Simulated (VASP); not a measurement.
Gd under changes of volume

One of the cells (33.879 Å³/atom); the others are scaled copies at fixed shape and fractional positions:

```xyz
1
Lattice="-2.0384 2.0384 2.0384 2.0384 -2.0384 2.0384 2.0384 2.0384 -2.0384" Properties=species:S:1:pos:R:3 pbc="T T T"
Gd    0.0000    0.0000    0.0000
```

This isn't the form of Gd at room conditions, which is hcp.

- Program: VASP 6.6.1
- Functional: PBE
- Potentials or basis: VASP PAW PBE potentials, release 64 (Gd)
- Cutoff: 520 eV
- k mesh: 9 × 9 × 9
- Occupations: fermi-dirac, width 0.05 eV
- Spin: collinear spin, ferromagnetic start
- Starting moments: [7.0] μB

```csv
volume (Å³/atom),energy over the lowest point (meV/atom),pressure (GPa),moment (μB per cell)
31.222,?,?,?
31.886,4.17,1.4,7.59
32.551,0.00,0.6,7.59
33.879,0.58,-0.7,7.61
34.544,4.80,-1.3,7.62
35.208,11.35,-1.8,7.63
```

Problem. What does the run at 31.222 Å³/atom give?

Solution. Energy over the lowest point 11.69 meV/atom; pressure 2.2 GPa; moment 7.58 μB per cell.

Worked out: A Birch-Murnaghan fit of order 3 (a polynomial in V^(-2/3)) to the other rows has its minimum at 33.14 Å³/atom with B0 = V·E''(V) = 34 GPa and B' = 3.6. It gives 11.68 meV/atom at 31.222 Å³/atom, against the run's 11.69, and -dE/dV = 2.2 GPa, against 2.2. A straight line through the other rows of the moment, of slope 0.0128 μB per Å³/atom, extrapolates to 7.58 μB, against the run's 7.58.

Energies are extrapolated to zero smearing.
